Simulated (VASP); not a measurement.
# Ta (Im-3m) in VASP: notebook

The runs below take Ta through relaxation of the atoms, with PBE.

Everything below comes from runs of VASP 6.6.1. Logs are shortened: lines on timing, memory, paths and dates and some standing lists are left out, and cuts for length are marked.

### Step 1. The undisturbed crystal

It takes space group Im-3m (No. 229, cubic). Conventional cell: a = 3.303 Å, b = 3.303 Å, c = 3.303 Å, α = 90.00°, β = 90.00°, γ = 90.00°. Ta (site symmetry m-3m) is surrounded by 8 Ta at 2.86 Å.

### Step 2. Relaxation of the atoms, PBE (a relaxed cell with its volume scaled by 1.02)

The input, INCAR:

```
SYSTEM = Ta
ALGO     = Normal         ! electronic algorithm
EDIFF    = 1E-7           ! SCF threshold, eV
EDIFFG   = -0.01          ! ionic threshold
ENCUT    = 300            ! plane-wave cutoff, eV
GGA      = PE             ! functional
IBRION   = 2              ! ionic algorithm
ISIF     = 2              ! what is computed and relaxed
ISMEAR   = 1              ! smearing method
LASPH    = .True.         ! aspherical terms in the spheres
LCHARG   = .False.        ! write CHGCAR
LREAL    = .False.        ! projectors in reciprocal space
LWAVE    = .False.        ! write WAVECAR
NELM     = 80             ! most SCF steps
NSW      = 40             ! ionic steps
PREC     = Accurate       ! precision mode
SIGMA    = 0.1            ! smearing width, eV
```

The input, KPOINTS:

```
k-points
0
Gamma
  8 8 8
  0 0 0
```

The input, POSCAR:

```
Ta                                      
1.0
   -1.6588817193      1.6588817193      1.6588817193
    1.6588817193     -1.6588817193      1.6588817193
    1.6588817193      1.6588817193     -1.6588817193
  Ta            
     1
Direct
     0.0000000000000000    0.0000000000000000    0.0000000000000000
```

Potentials or basis: VASP PAW PBE potentials, release 64 (Ta).

Started as:

```sh
> cat potpaw_PBE.64/Ta/POTCAR > POTCAR
> mpirun -np 1 vasp_std > vasp.out
```

OUTCAR:

```text
SYSTEM = Ta
   EDIFF = 1E-7
   EDIFFG = -0.01
   ENCUT = 300
   GGA = PE
   IBRION = 2
   ISIF = 2
   ISMEAR = 1
   LASPH = .True.
   LREAL = .False.
   NELM = 80
   NSW = 40
   PREC = Accurate

 ion  position               nearest neighbor table
   1  0.000  0.000  0.000-

  LATTYP: Found a body centered cubic cell.
 ALAT       =     3.3177634386

  Lattice vectors:

 A1 = (  -1.6588817193,   1.6588817193,   1.6588817193)
 A2 = (   1.6588817193,  -1.6588817193,   1.6588817193)
 A3 = (   1.6588817193,   1.6588817193,  -1.6588817193)

Analysis of symmetry for initial positions (statically):
=====================================================================
 Subroutine PRICEL returns:
 Original cell was already a primitive cell.

 Routine SETGRP: Setting up the symmetry group for a
 body centered cubic supercell.

 Subroutine GETGRP returns: Found 48 space group operations
 (whereof 48 operations were pure point group operations)
 out of a pool of 48 trial point group operations.

The static configuration has the point symmetry O_h .

Analysis of symmetry for dynamics (positions and initial velocities):
=====================================================================
 Subroutine PRICEL returns:
 Original cell was already a primitive cell.

 Routine SETGRP: Setting up the symmetry group for a
 body centered cubic supercell.

 Subroutine GETGRP returns: Found 48 space group operations
 (whereof 48 operations were pure point group operations)
 out of a pool of 48 trial point group operations.

The dynamic configuration has the point symmetry O_h .

 Subroutine INISYM returns: Found 48 space group operations
 (whereof 48 operations are pure point group operations),
 and found     1 'primitive' translations

----------------------------------------------------------------------------------------

                                     Primitive cell

  volume of cell :      18.2602

  direct lattice vectors                    reciprocal lattice vectors
    -1.658881719  1.658881719  1.658881719     0.000000000  0.301407867  0.301407867
     1.658881719 -1.658881719  1.658881719     0.301407867  0.000000000  0.301407867
     1.658881719  1.658881719 -1.658881719     0.301407867  0.301407867  0.000000000

  length of vectors
     2.873267422  2.873267422  2.873267422     0.426255093  0.426255093  0.426255093
[... 79 lines left out ...]
   EDIFF  = 0.1E-06   stopping-criterion for ELM
   LREAL  =      F    real-space projection
   EDIFFG = -.1E-01   stopping-criterion for IOM
   NSW    =     40    number of steps for IOM
   IBRION =      2    ionic relax: 0-MD 1-quasi-New 2-CG
   NFREE  =      1    steps in history (QN), initial steepest desc. (CG)
   ISIF   =      2    stress and relaxation
   ISYM   =      2    0-nonsym 1-usesym 2-fastsym
   POTIM  = 0.5000    time-step for ionic-motion
   TEBEG  =    0.0;   TEEND  =   0.0 temperature during run
   PSTRESS=    0.0 pullay stress
   NELECT =       5.0000    total number of electrons
   NUPDOWN=      -1.0000    fix difference up-down
   EMIN   =  10.00;   EMAX   =-10.00  energy-range for DOS
   EFERMI =   0.00;   METHOD = LEGACY
   ISMEAR =     1;   SIGMA  =   0.10  broadening in eV -4-tet -1-fermi 0-gaus
   EFERMI_NEDOS =   21; number of points for ismear=-14 and -15
   IALGO  =     38    algorithm
   IMIX   =      4    mixing-type and parameters
     AMIX     =   0.40;   BMIX     =  1.00
     AMIX_MAG =   1.60;   BMIX_MAG =  1.00
  volume/ion in A,a.u.               =      18.26       123.23
  Fermi-wavevector in a.u.,A,eV,Ry     =   1.063072  2.008915 15.376249  1.130122
  Thomas-Fermi vector in A             =   2.198545
   LORBIT       =      0    0 simple, 1 ext, 2 COOP (PROOUT), +10 PAW based schemes
   GGA     = PE    functional components
   LHFCALC =     F    Hartree Fock is set to
   AEXX    =    0.0000 exact exchange contribution
   IVDW    =     0    specifies the selected vdW correction
   LEPSILON=     F    determine dielectric tensor
   LRPA    =     F    only Hartree local field effects (RPA)
 conjugate gradient relaxation of ions
 non-spin polarized calculation
 Methfessel and Paxton  Order N= 1 SIGMA  =   0.10
  energy-cutoff  :      300.00
  volume of cell :       18.26
 maximum number of plane-waves:       236
   NGX =  7   NGY =  7   NGZ =  7

 number of electron       5.0000001 magnetization

 Free energy of the ion-electron system (eV)
  ---------------------------------------------------
  ext. energy  EPLUGINS =         0.00000000
  ---------------------------------------------------
  free energy    TOTEN  =       -11.87951017 eV

  energy without entropy =      -11.88099530  energy(sigma->0) =      -11.88000521

 E-fermi :   5.6688     XC(G=0): -12.3303

 val. band max:        5.5709200256   @ k =   0.2500   0.0000   0.0000
 cond. band min:       5.7205478107   @ k =  -0.2500   0.2500   0.1250
 fundamental gap:      0.1496277850
 Fermi energy:         5.6687736381

 k-point     1 :       0.0000    0.0000    0.0000
  band No.  band energies     occupation
      1      -2.2155      2.00000
      2       6.3921     -0.00000
      3       6.3921     -0.00000
      4       6.3921     -0.00000
      5       9.6085      0.00000
      6       9.6085      0.00000
[... 199 lines left out ...]
 k-point    24 :      -0.3750    0.3750    0.2500
  band No.  band energies     occupation
      1       2.8370      2.00000
      2       3.7156      2.00000
      3       6.9093     -0.00000
      4       7.5822     -0.00000
      5      10.9968      0.00000
      6      11.0750      0.00000

 [... further k-points ...]

------------------------ aborting loop because EDIFF is reached ----------------------------------------

  FORCE on cell =-STRESS in cart. coord.  units (eV):
  Direction    XX          YY          ZZ          XY          YZ          ZX
  --------------------------------------------------------------------------------------
  -------------------------------------------------------------------------------------
  Total       -0.4551292     -0.4551292     -0.4551292      0.0000000      0.0000000      0.0000000
  in kB      -39.9336529    -39.9336529    -39.9336529      0.0000000      0.0000000      0.0000000
  external PRESSURE =     -39.9336529 kB  Pullay stress =       0.0000000 kB

 VOLUME and BASIS-vectors are now :
 -----------------------------------------------------------------------------
  energy-cutoff  :      300.00
  volume of cell :       18.26
      direct lattice vectors                 reciprocal lattice vectors
    -1.658881719  1.658881719  1.658881719     0.000000000  0.301407867  0.301407867
     1.658881719 -1.658881719  1.658881719     0.301407867  0.000000000  0.301407867
     1.658881719  1.658881719 -1.658881719     0.301407867  0.301407867  0.000000000

 POSITION                                       TOTAL-FORCE (eV/Angst)
 -----------------------------------------------------------------------------------
      0.00000      0.00000      0.00000         0.000000      0.000000      0.000000
 -----------------------------------------------------------------------------------
    total drift:                                0.000000      0.000000     -0.000000

  FREE ENERGIE OF THE ION-ELECTRON SYSTEM (eV)
  ---------------------------------------------------
  free  energy   TOTEN  =       -11.8795101679 eV

  energy  without entropy=      -11.8809953048  energy(sigma->0) =      -11.88000521

 reached required accuracy - stopping structural energy minimisation
```

OSZICAR:

```text
N       E                     dE             d eps       ncg     rms          rms(c)
DAV:   1    -0.456880243484E+01   -0.45688E+01   -0.12785E+03   372   0.357E+02
DAV:   2    -0.123131040839E+02   -0.77443E+01   -0.74869E+01   594   0.621E+01
DAV:   3    -0.123497286036E+02   -0.36625E-01   -0.36531E-01   360   0.603E+00
DAV:   4    -0.123497995888E+02   -0.70985E-04   -0.70985E-04   456   0.213E-01
DAV:   5    -0.123497997506E+02   -0.16181E-06   -0.16219E-06   366   0.811E-03    0.140E+01
DAV:   6    -0.120249283757E+02    0.32487E+00   -0.20778E-01   372   0.333E+00    0.713E+00
DAV:   7    -0.118805892900E+02    0.14434E+00   -0.28722E-01   390   0.382E+00    0.348E-01
DAV:   8    -0.118795480080E+02    0.10413E-02   -0.84624E-04   378   0.238E-01    0.888E-02
DAV:   9    -0.118795182161E+02    0.29792E-04   -0.11280E-04   408   0.732E-02    0.164E-02
DAV:  10    -0.118795123896E+02    0.58265E-05   -0.27528E-06   384   0.129E-02    0.867E-03
DAV:  11    -0.118795105288E+02    0.18607E-05   -0.30509E-07   360   0.411E-03    0.393E-04
DAV:  12    -0.118795101967E+02    0.33213E-06   -0.19763E-09   180   0.364E-04    0.196E-04
DAV:  13    -0.118795101679E+02    0.28820E-07   -0.50728E-10   174   0.190E-04
   1 F= -.11879510E+02 E0= -.11880005E+02  d E =-.118795E+02
```

Run time: 1.2 s. Hardware: 1 thread of Intel Xeon 6975P-C (Granite Rapids), shared host; peak memory 0.11 GiB.

What came out:

```yaml
Free_energy: -11.8795 eV
Pressure_after_relaxing: -4.0 GPa
Band_gap_on_the_k_mesh: none (metal or under the smearing width)
```

Final structure:
```
Ta
1.0
    -1.65888    1.65888    1.65888
     1.65888   -1.65888    1.65888
     1.65888    1.65888   -1.65888
Ta
1
Direct
  0.00000 0.00000 0.00000
```

Caveat: the relaxation stopped at its first step, so nothing moved.

(Part 1 of 2 ends here.)
